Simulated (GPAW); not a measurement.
Crystal: AlCo.

```
Co Al
1.0
     2.81940    0.00000    0.00000
     0.00000    2.81940    0.00000
     0.00000    0.00000    2.81940
Co Al
1 1
Direct
  0.50000 0.50000 0.50000
  0.00000 0.00000 0.00000
```

The cell is a database's computed one.

Base run:

```yaml
Program: GPAW 26.7.0
Functional: PBEsol
Potentials_or_basis: PAW data sets generated in the run's folder for this functional
Cutoff: 600 eV
Basis: pw
k_mesh: 9 × 9 × 9
Occupations: fermi-dirac, width 0.05 eV
Spin: collinear spin, ferromagnetic start
Starting_moments: "[2.0, 0.0] μB"
Hubbard_terms: Co d U = 4 eV
```

Its results: pressure 5.9 GPa; net moment 0.62 μB per cell; site moments Co +0.87; Al -0.07 μB.

Task: The run is repeated on the same cell with these changes: hubbard terms from Co d U = 4 eV to Co d U = 8 eV. What comes out?

Result: Pressure 32.7 GPa; net moment 1.59 μB per cell; site moments Co +1.73; Al -0.07 μB.

Caveats: the U is typed as a test and isn't derived for this compound; a pressure of tens of GPa on the cell as given is suspect, and the run, the potentials or the cell itself is likely at fault (some runs).

Not every run made on this cell is shown here.
